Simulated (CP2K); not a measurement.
**Pt in CP2K: the effect of dispersion**

The system is Pt.

```
CELL_PARAMETERS angstrom
2.77313 0.00000 0.00000
1.38657 2.40160 0.00000
1.38657 0.80053 2.26425
ATOMIC_POSITIONS crystal
Pt 0.00000 0.00000 0.00000
```

Alike in all runs:

| Quantity | Value |
| --- | --- |
| Program | CP2K 2026.2 |
| Task | single point |
| Functional | r2SCAN |
| Potentials or basis | POTENTIAL_UZH Pt GTH-SCAN-q18; TZVP-MOLOPT-SCAN-GTH basis |
| Density cutoff | 9184 eV |
| k mesh | 12 × 12 × 12 |
| Occupations | fermi-dirac, width 0.05 eV |
| Spin | no spin polarisation |

```csv
dispersion,pressure (GPa)
none,?
D3(BJ),3.9
D4,5.6
rVV10,5.4
D3(BJ)+ATM,5.5
```

**Question.** What does the run with dispersion none give?

**Answer.** Pressure 7.8 GPa.

Caveats: the basis of atomic orbitals isn't converged, which shifts pressures, moduli and gaps; pairwise dispersion overbinds metals, which lowers pressure and volume (some runs).

Runs at the PBE level aren't shown here.
